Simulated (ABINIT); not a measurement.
SrO:

```
Sr O
1.0
     0.00000    2.56630    2.56630
     2.56630    0.00000    2.56630
     2.56630    2.56630    0.00000
Sr O
1 1
Direct
  0.50000 0.50000 0.50000
  0.00000 0.00000 0.00000
```

Base run:

| Item | Value |
| --- | --- |
| Program | ABINIT 10.8.3 (patched build) |
| Functional | LDA |
| Potentials or basis | JTH PAW LDA v2.0 |
| Cutoff | 626 eV |
| k mesh | 9 × 9 × 9 |
| Occupations | fermi-dirac, width 0.05 eV |
| Spin | no spin polarisation |

Its results: band gap on the k mesh 3.21 eV, indirect (least direct gap 3.29 eV); pressure -4.1 GPa.

The run is repeated on the same cell with these changes: k mesh from 9 × 9 × 9 to 5 × 5 × 5. What comes out?

Band gap on the k mesh 3.34 eV, indirect (least direct gap 3.44 eV); pressure -4.1 GPa.

Caveats: some runs use coarse meshes; an odd mesh through Γ misses points on the zone boundary, where band edges often lie (some runs).

Not every run made on this cell is shown here.
